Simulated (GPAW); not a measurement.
# W (Im-3m) in GPAW: further runs

Aim: see how the results for W move with the level of theory and the settings. Levels: AM05, RPBE+D3. Tasks: band structure, equation of state.

All numbers are computed with GPAW 26.7.0; they aren't measurements. Logs are shortened: lines on timing, memory, paths and dates and some standing lists are left out, and cuts for length are marked. The log counts tension as positive stress, the text compression.

## (1) The structure

The structure is cubic, space group Im-3m (No. 229). The conventional cell has a = 3.165 Å, b = 3.165 Å, c = 3.165 Å, α = 90.00°, β = 90.00°, γ = 90.00°. W (site symmetry m-3m) has 8 W at 2.74 Å as nearest neighbours.

## (2) Band structure, AM05, spin-orbit coupling, no magnetisation

Contents of run.py:

```python
import numpy as np
from ase.dft.bandgap import bandgap
from ase.io import read, write
from ase.units import GPa
from gpaw import GPAW, PW, setup_paths
from gpaw.spinorbit import soc_eigenstates

setup_paths.insert(0, '.')

atoms = read('W.xyz')

calc = GPAW(mode=PW(600),
            xc='AM05',
            kpts={'size': (12, 12, 12), 'gamma': True},
            occupations={'name': 'fermi-dirac', 'width': 0.05},
            nbands=16,
            convergence={'density': 1e-05, 'energy': 1e-05},
            maxiter=150,
            txt='gpaw.txt')
atoms.calc = calc
energy = atoms.get_potential_energy()
forces = atoms.get_forces()
stress = atoms.get_stress()
calc.write('gs.gpw')
write('result.traj', atoms)
print(f'Energy: {energy:.6f} eV')
print('Forces (eV/A):')
print(forces.round(4))
print('Stress (GPa):', (stress / GPa).round(3))
print('Fermi level:', round(calc.get_fermi_level(), 4), 'eV')
print(f'Gap: {bandgap(calc)[0]:.4f} eV, direct: {bandgap(calc, direct=True)[0]:.4f} eV')

path = atoms.cell.bandpath('GHNGPH,PN', npoints=100, eps=1e-4)
bs_calc = calc.fixed_density(kpts=path, symmetry='off', nbands=24,
                             convergence={'bands': 'CBM+6.0', 'eigenstates': 1e-6}, txt='bands.txt')
bs = bs_calc.band_structure()
bs.write('bs.json')
print(f'Gap on the path: {bandgap(bs_calc)[0]:.4f} eV')

soc = soc_eigenstates(bs_calc, theta=54.7, phi=45)
np.savetxt('soc_bands.dat', soc.eigenvalues(), fmt='%.4f')
mesh = soc_eigenstates('gs.gpw', theta=54.7, phi=45)
np.savetxt('soc_mesh.dat', mesh.eigenvalues(), fmt='%.4f')
print('Fermi level with spin-orbit coupling:', round(mesh.fermi_level, 4), 'eV')
```

Contents of W.xyz:

```xyz
1
Lattice="-1.5823450000 1.5823450000 1.5823450000 1.5823450000 -1.5823450000 1.5823450000 1.5823450000 1.5823450000 -1.5823450000" Properties=species:S:1:pos:R:3 pbc="T T T"
W      0.0000000000      0.0000000000      0.0000000000
```

Potentials or basis: PAW data sets generated in the run's folder for this functional, pw.

Command:

```
$ gpaw-setup -f AM05 W
$ OMP_NUM_THREADS=1 python run.py
```

gpaw.txt:

```text
__  _  _
 | _ |_)|_||  |
 |__||  | ||/\| - 26.7.0

Input parameters:
  mode=PW(ecut=600.0),
  convergence={'density': 1e-05, 'energy': 1e-05},
  kpts=MonkhorstPack(size=(12, 12, 12), gamma=True),
  maxiter=150,
  nbands=16,
  occupations=Occupations(name='fermi-dirac', width=0.05),
  xc=XC(name='AM05')

Diagonalizing LCAO Hamiltonian
Converting LCAO to pw mode

       W

Atoms  # Å, Bohr magnetons
|   | symbol |        x |        y |        z |    initial magnetic moments |
|---|--------|----------|----------|----------|-----------------------------|
| 0 |      W | 0.000000 | 0.000000 | 0.000000 | ( 0.0000,  0.0000,  0.0000) |

Unit cell  # Å
| periodic |         x |         y |         z |  lengths |     angles |
|----------|-----------|-----------|-----------|----------|------------|
|      yes | -1.582345 |  1.582345 |  1.582345 | 2.740702 | 109.471221 |
|      yes |  1.582345 | -1.582345 |  1.582345 | 2.740702 | 109.471221 |
|      yes |  1.582345 |  1.582345 | -1.582345 | 2.740702 | 109.471221 |

Number of symmetries: 48
Symmetry operations  # r_c * U_cc + t_c -> r_c
|    | kind |            matrix            |
|----|------|------------------------------|
|  0 |  σ   |  1, 1, 1,  0, 0,-1,  0,-1, 0 |
|  1 |  C4  |  1, 1, 1,  0, 0,-1, -1, 0, 0 |
|  2 |  C2  |  1, 1, 1,  0,-1, 0,  0, 0,-1 |
|  3 |  S6  |  1, 1, 1,  0,-1, 0, -1, 0, 0 |
|  4 |  S6  |  1, 1, 1, -1, 0, 0,  0, 0,-1 |
|  5 |  C4  |  1, 1, 1, -1, 0, 0,  0,-1, 0 |
|  6 |  E   |  1, 0, 0,  0, 1, 0,  0, 0, 1 |
|  7 |  σ   |  1, 0, 0,  0, 1, 0, -1,-1,-1 |
|  8 |  σ   |  1, 0, 0,  0, 0, 1,  0, 1, 0 |
|  9 |  C3  |  1, 0, 0,  0, 0, 1, -1,-1,-1 |
| 10 |  C3  |  1, 0, 0, -1,-1,-1,  0, 1, 0 |
| 11 |  σ   |  1, 0, 0, -1,-1,-1,  0, 0, 1 |
| 12 |  σ   |  0, 1, 0,  1, 0, 0,  0, 0, 1 |
| 13 |  C2  |  0, 1, 0,  1, 0, 0, -1,-1,-1 |
| 14 |  C3  |  0, 1, 0,  0, 0, 1,  1, 0, 0 |
| 15 |  S4  |  0, 1, 0,  0, 0, 1, -1,-1,-1 |
| 16 |  S4  |  0, 1, 0, -1,-1,-1,  1, 0, 0 |
| 17 |  C3  |  0, 1, 0, -1,-1,-1,  0, 0, 1 |
| 18 |  C3  |  0, 0, 1,  1, 0, 0,  0, 1, 0 |
| 19 |  S4  |  0, 0, 1,  1, 0, 0, -1,-1,-1 |
| 20 |  σ   |  0, 0, 1,  0, 1, 0,  1, 0, 0 |
| 21 |  C3  |  0, 0, 1,  0, 1, 0, -1,-1,-1 |
| 22 |  C2  |  0, 0, 1, -1,-1,-1,  1, 0, 0 |
| 23 |  S4  |  0, 0, 1, -1,-1,-1,  0, 1, 0 |
| 24 |  C4  |  0, 0,-1,  1, 1, 1,  0,-1, 0 |
| 25 |  σ   |  0, 0,-1,  1, 1, 1, -1, 0, 0 |
| 26 |  S6  |  0, 0,-1,  0,-1, 0,  1, 1, 1 |
| 27 |  C2  |  0, 0,-1,  0,-1, 0, -1, 0, 0 |
| 28 |  C4  |  0, 0,-1, -1, 0, 0,  1, 1, 1 |
| 29 |  S6  |  0, 0,-1, -1, 0, 0,  0,-1, 0 |
| 30 |  S6  |  0,-1, 0,  1, 1, 1,  0, 0,-1 |
| 31 |  C4  |  0,-1, 0,  1, 1, 1, -1, 0, 0 |
| 32 |  C4  |  0,-1, 0,  0, 0,-1,  1, 1, 1 |
| 33 |  S6  |  0,-1, 0,  0, 0,-1, -1, 0, 0 |
| 34 |  σ   |  0,-1, 0, -1, 0, 0,  1, 1, 1 |
| 35 |  C2  |  0,-1, 0, -1, 0, 0,  0, 0,-1 |
| 36 |  C2  | -1, 0, 0,  1, 1, 1,  0, 0,-1 |
| 37 |  S6  | -1, 0, 0,  1, 1, 1,  0,-1, 0 |
| 38 |  S6  | -1, 0, 0,  0, 0,-1,  1, 1, 1 |
| 39 |  C2  | -1, 0, 0,  0, 0,-1,  0,-1, 0 |
| 40 |  C2  | -1, 0, 0,  0,-1, 0,  1, 1, 1 |
| 41 |  i   | -1, 0, 0,  0,-1, 0,  0, 0,-1 |
| 42 |  S4  | -1,-1,-1,  1, 0, 0,  0, 1, 0 |
| 43 |  C3  | -1,-1,-1,  1, 0, 0,  0, 0, 1 |
| 44 |  C3  | -1,-1,-1,  0, 1, 0,  1, 0, 0 |
| 45 |  σ   | -1,-1,-1,  0, 1, 0,  0, 0, 1 |
| 46 |  S4  | -1,-1,-1,  0, 0, 1,  1, 0, 0 |
| 47 |  C2  | -1,-1,-1,  0, 0, 1,  0, 1, 0 |

BZ-sampling:
  Number of BZ points: 1728
  Number of IBZ points: 72

  Monkhorst-Pack size: [12, 12, 12]
  Monkhorst-Pack shift: [0.041666666666666664, 0.041666666666666664, 0.041666666666666664]

K-points  # in reciprocal-cell coordinates
|     |                                coordinates |     weight |
|-----|--------------------------------------------|------------|
|   0 | ( -0.00000000,  -0.00000000,  -0.00000000) | 0.00057870 |
|   1 | (  0.08333333,  -0.00000000,  -0.00000000) | 0.00694444 |
|   2 | (  0.08333333,   0.08333333,  -0.08333333) | 0.00347222 |
|   3 | (  0.16666667,  -0.00000000,  -0.08333333) | 0.01388889 |
|   4 | (  0.16666667,  -0.00000000,  -0.00000000) | 0.00694444 |
|   5 | (  0.16666667,   0.08333333,  -0.08333333) | 0.01388889 |
|   6 | (  0.16666667,   0.16666667,  -0.16666667) | 0.00347222 |
|   7 | (  0.25000000,  -0.08333333,  -0.08333333) | 0.00462963 |
|   8 | (  0.25000000,  -0.00000000,  -0.08333333) | 0.02777778 |
|   9 | (  0.25000000,  -0.00000000,  -0.00000000) | 0.00694444 |
| ... |                                            |            |
|  71 | (  0.50000000,   0.50000000,   0.50000000) | 0.00057870 |

Plane wave coefficients: 543
Cutoff: 600.0 eV

Spin-components: 1 (collinear spins)
Bands:           16
Projectors:      6
Spin-degeneracy: 2
Datatype:        complex128

Parallelization:
  kpt:    1
  domain: 1
  band:   1

Density:
  Valence electrons: 14.0
  Components: 1
  Grid points: [16 16 16]
  Charge: 0.0  # |e|

Potential:
  Grid points: [16 16 16]

species:
  W:
    name:    Tungsten
    Z:       74.0
    valence: 14
    core:    60
    charge:  0.0  # [|e|]
    compensation charges:
      type: gauss
      rc: 0.40  # [Å]
      lmax: 2
    cutoffs:
      filter: 2.36  # [Å]
      core: 3.02  # [Å]
    projectors
    | kind |    occ | energy [eV] | rcut [Å] |
    |------|--------|-------------|----------|
    |   5s |  2.000 |     -78.865 |    1.344 |
    |   6s |  2.000 |      -5.660 |    1.344 |
    |   5p |  6.000 |     -43.244 |    1.355 |
    |   6p |  0.000 |      -1.291 |    1.355 |
    |   5d |  4.000 |      -4.487 |    1.228 |
    |    d |        |      22.725 |    1.228 |

    Using partial waves for W as LCAO basis

Reference energy: -438525.788887  # eV

eigensolver:
  PPCG
  Converge bands: occupied
  niter=2

density mixing:
  MSR1-Mixer
  Pratt-step length: 0.05
  Maximum mixing coefficient: 0.75
  Old densities: 10
  SVD Regularization: 0.005
  Good broyden scale: 1.0
  Trust region scale: 1.0
  Backstep threshold: 4.0
  History deletion threshold: 6.0
  Fourier metric: weight=20.0, sigma=0.015

occupation numbers:
  Fermi-Dirac:
    width: 0.0500  # eV

poisson solver:
  ecut: 4800.0  # eV

xc functional:
  name: AM05 with 2 nearest neighbor stencil

convergence criteria:
- Maximum integral of absolute [dens]ity change: 1e-05 electrons / valence electron
- Maximum [total energy] change in last 3 cyles: 1e-05 eV / valence electron
- Maximum integral of absolute [eigenst]ate change: 4e-08 eV^2 / valence electron
maximum number of iterations: 150

SCF iterations
|iter     | |      energy | eigst |  dens |
|---------|-|-------------|-------|-------|
|iter:   1| |  -12.492110 | -0.14 |       |
|iter:   2| |  -12.448497 | -3.30 | -1.20 |
|iter:   3| |  -12.224156 | -2.17 | -1.24 |
|iter:   4| |  -12.225155 | -3.83 | -1.94 |
|iter:   5| |  -12.225813 | -4.78 | -2.35 |
|iter:   6| |  -12.225809 | -6.79 | -3.84 |
|iter:   7| |  -12.225810c| -8.42c| -4.23 |
|iter:   8| |  -12.225810c| -8.40c| -5.18c|

Converged in 8 steps
Energy contributions relative to reference atoms: (reference = -438525.788887)

Energy contributions:
  Kinetic:           4.604518
  Coulomb:          -6.496963
  Zero:             -0.019908
  External:          0.000000
  Xc:              -10.311174
  Entropy:          -0.004566
  Spinorbit:         0.000000
  ----------------------------
  Free energy:     -12.228093
  Extrapolated:    -12.225810

dipole moment: (-5.906470, -5.906470, -5.906470)  # |e|*Ang

Fermi level: 14.347
Eigenvalues  # (at kpt = [-0.000, -0.000, -0.000])
| band index |      eig [eV] | occ [0-2] |
|------------|---------------|-----------|
|          0 |       -59.561 |     2.000 |
|          1 |       -23.363 |     2.000 |
|          2 |       -23.363 |     2.000 |
|          3 |       -23.363 |     2.000 |
|          4 |         4.834 |     2.000 |
|          5 |        13.223 |     2.000 |
[... 8 lines left out ...]
|         14 |        41.219 |     0.000 |
|         15 |        44.348 |     0.000 |

No gap
No difference between direct/indirect transitions

Forces  # eV/Ang
|       x |       y |       z |
|---------|---------|---------|
| 0.00000 | 0.00000 | 0.00000 |  # W    0

Stress tensor  # eV/Ang^3
|         x |         y |         z |
|-----------|-----------|-----------|
|  0.029843 |  0.000000 | -0.000000 |
|  0.000000 |  0.029843 | -0.000000 |
| -0.000000 | -0.000000 |  0.029843 |

# Writing to gs.gpw (mode='')
```

It took 18 s on 1 thread of Intel Xeon Platinum 8488C (Sapphire Rapids), shared host; peak memory 0.26 GiB.

Results:

* Free energy: -12.2281 eV
* Pressure: -4.8 GPa
* Band gap along the path: none (metal or under the smearing width)

Levels at the corners of the path, in eV from the Fermi level:
| point | band 11 | band 12 | band 13 | band 14 | band 15 | band 16 | band 17 | band 18 |
| --- | --- | --- | --- | --- | --- | --- | --- | --- |
| Γ | -1.41 | -1.41 | -1.41 | -1.41 | -0.86 | -0.86 | 2.29 | 2.29 |
| H | -5.83 | -5.83 | 4.93 | 4.93 | 4.93 | 4.93 | 5.72 | 5.72 |
| N | -3.55 | -3.55 | 0.77 | 0.77 | 2.12 | 2.12 | 3.12 | 3.13 |
| Γ | -1.41 | -1.41 | -1.41 | -1.41 | -0.86 | -0.86 | 2.29 | 2.29 |
| P | -2.65 | -2.65 | -2.65 | -2.65 | 3.29 | 3.29 | 3.29 | 3.29 |
| H | -5.83 | -5.83 | 4.93 | 4.93 | 4.93 | 4.93 | 5.72 | 5.72 |
| P | -2.65 | -2.65 | -2.65 | -2.65 | 3.29 | 3.29 | 3.29 | 3.29 |
| N | -3.55 | -3.55 | 0.77 | 0.77 | 2.12 | 2.12 | 3.12 | 3.13 |

Caveat: spin-orbit coupling was added after a scalar SCF, so levels and gaps hold it while energy, forces, pressure and moments don't; this program's spin-orbit splittings come out too wide for heavy elements.

## (3) Equation of state, RPBE+D3

Contents of run.py:

```python
import spglib
from ase import Atoms
from ase.calculators.mixing import SumCalculator
from ase.eos import EquationOfState
from ase.io import Trajectory, read
from ase.units import GPa
from dftd3.ase import DFTD3
from gpaw import GPAW, PW

atoms = read('W.cif')
cell, positions, numbers = spglib.find_primitive(
    (atoms.cell[:], atoms.get_scaled_positions(), atoms.numbers), symprec=1e-4)
atoms = Atoms(numbers, cell=cell, scaled_positions=positions, pbc=True)

traj = Trajectory('eos.traj', 'w')
volumes, energies = [], []
for x in [0.94, 0.96, 0.98, 1.0, 1.02, 1.04, 1.06]:
    a = atoms.copy()
    a.set_cell(atoms.cell * x**(1 / 3), scale_atoms=True)
    calc = GPAW(mode=PW(600),
                xc='RPBE',
                kpts={'size': (12, 12, 12), 'gamma': True},
                occupations={'name': 'fermi-dirac', 'width': 0.05},
                nbands=16,
                convergence={'density': 1e-05, 'energy': 1e-05},
                maxiter=150,
                txt=f'eos-{x:.2f}.txt')
    a.calc = SumCalculator([calc, DFTD3(method='rpbe', damping='d3zero')])
    energies.append(a.get_potential_energy())
    volumes.append(a.get_volume())
    p = -a.get_stress()[:3].mean() / GPa
    calc.write(f'eos-{x:.2f}.gpw')
    traj.write(a)
    print(f'{x:.2f} {volumes[-1]:10.4f} A^3 {energies[-1]:14.6f} eV {p:9.3f} GPa', flush=True)

v0, e0, B = EquationOfState(volumes, energies, eos='birchmurnaghan').fit()
print(f'V0 = {v0:.4f} A^3, E0 = {e0:.6f} eV, B0 = {B / GPa:.2f} GPa')
```

Contents of W.cif:

```cif
data_W
_cell_length_a 3.16469000
_cell_length_b 3.16469000
_cell_length_c 3.16469000
_cell_angle_alpha 90.00000000
_cell_angle_beta 90.00000000
_cell_angle_gamma 90.00000000
_space_group_name_H-M_alt 'Im-3m'
_space_group_name_Hall '-I 4 2 3'
_space_group_IT_number 229
loop_
_space_group_symop_operation_xyz
'x,y,z'
'-x,-y,-z'
'-y,x,z'
'y,-x,-z'
'-x,-y,z'
'x,y,-z'
'y,-x,z'
'-y,x,-z'
'x,-y,-z'
'-x,y,z'
'-y,-x,-z'
'y,x,z'
'-x,y,-z'
'x,-y,z'
'y,x,-z'
'-y,-x,z'
'z,x,y'
'-z,-x,-y'
'z,-y,x'
'-z,y,-x'
'z,-x,-y'
'-z,x,y'
'z,y,-x'
'-z,-y,x'
'-z,x,-y'
'z,-x,y'
'-z,-y,-x'
'z,y,x'
'-z,-x,y'
'z,x,-y'
'-z,y,x'
'z,-y,-x'
'y,z,x'
'-y,-z,-x'
'x,z,-y'
'-x,-z,y'
'-y,z,-x'
'y,-z,x'
'-x,z,y'
'x,-z,-y'
'-y,-z,x'
'y,z,-x'
'-x,-z,-y'
'x,z,y'
'y,-z,-x'
'-y,z,x'
'x,-z,y'
'-x,z,-y'
'x+1/2,y+1/2,z+1/2'
'-x+1/2,-y+1/2,-z+1/2'
'-y+1/2,x+1/2,z+1/2'
'y+1/2,-x+1/2,-z+1/2'
'-x+1/2,-y+1/2,z+1/2'
'x+1/2,y+1/2,-z+1/2'
'y+1/2,-x+1/2,z+1/2'
'-y+1/2,x+1/2,-z+1/2'
'x+1/2,-y+1/2,-z+1/2'
'-x+1/2,y+1/2,z+1/2'
'-y+1/2,-x+1/2,-z+1/2'
'y+1/2,x+1/2,z+1/2'
'-x+1/2,y+1/2,-z+1/2'
'x+1/2,-y+1/2,z+1/2'
'y+1/2,x+1/2,-z+1/2'
'-y+1/2,-x+1/2,z+1/2'
'z+1/2,x+1/2,y+1/2'
'-z+1/2,-x+1/2,-y+1/2'
'z+1/2,-y+1/2,x+1/2'
'-z+1/2,y+1/2,-x+1/2'
'z+1/2,-x+1/2,-y+1/2'
'-z+1/2,x+1/2,y+1/2'
'z+1/2,y+1/2,-x+1/2'
'-z+1/2,-y+1/2,x+1/2'
'-z+1/2,x+1/2,-y+1/2'
'z+1/2,-x+1/2,y+1/2'
'-z+1/2,-y+1/2,-x+1/2'
'z+1/2,y+1/2,x+1/2'
'-z+1/2,-x+1/2,y+1/2'
'z+1/2,x+1/2,-y+1/2'
'-z+1/2,y+1/2,x+1/2'
'z+1/2,-y+1/2,-x+1/2'
'y+1/2,z+1/2,x+1/2'
'-y+1/2,-z+1/2,-x+1/2'
'x+1/2,z+1/2,-y+1/2'
'-x+1/2,-z+1/2,y+1/2'
'-y+1/2,z+1/2,-x+1/2'
'y+1/2,-z+1/2,x+1/2'
'-x+1/2,z+1/2,y+1/2'
'x+1/2,-z+1/2,-y+1/2'
'-y+1/2,-z+1/2,x+1/2'
'y+1/2,z+1/2,-x+1/2'
'-x+1/2,-z+1/2,-y+1/2'
'x+1/2,z+1/2,y+1/2'
'y+1/2,-z+1/2,-x+1/2'
'-y+1/2,z+1/2,x+1/2'
'x+1/2,-z+1/2,y+1/2'
'-x+1/2,z+1/2,-y+1/2'
loop_
_atom_site_label
_atom_site_type_symbol
_atom_site_symmetry_multiplicity
_atom_site_Wyckoff_symbol
_atom_site_fract_x
_atom_site_fract_y
_atom_site_fract_z
_atom_site_occupancy
W1 W 2 a 0.0000000000 0.0000000000 0.0000000000 1
```

Potentials or basis: the program's PAW data sets (release 1.2.1) made for this functional, pw.

Command:

```
$ OMP_NUM_THREADS=1 python run.py
```

Wall time 50 s (1 thread of Intel Xeon Platinum 8488C (Sapphire Rapids), shared host); peak memory 0.21 GiB.

Results (log left out):

| Property | Result |
| --- | --- |
| Equilibrium volume | 15.78 Å³/atom |
| Bulk modulus | 311 GPa |
| Pressure derivative of the bulk modulus | 3.9 |

Energy against volume, from the lowest point:
| volume (Å³/atom) | energy (meV/atom) |
| --- | --- |
| 14.897 | 52.99 |
| 15.214 | 21.02 |
| 15.531 | 3.81 |
| 15.848 | 0.00 |
| 16.165 | 8.31 |
| 16.482 | 27.66 |
| 16.798 | 56.95 |
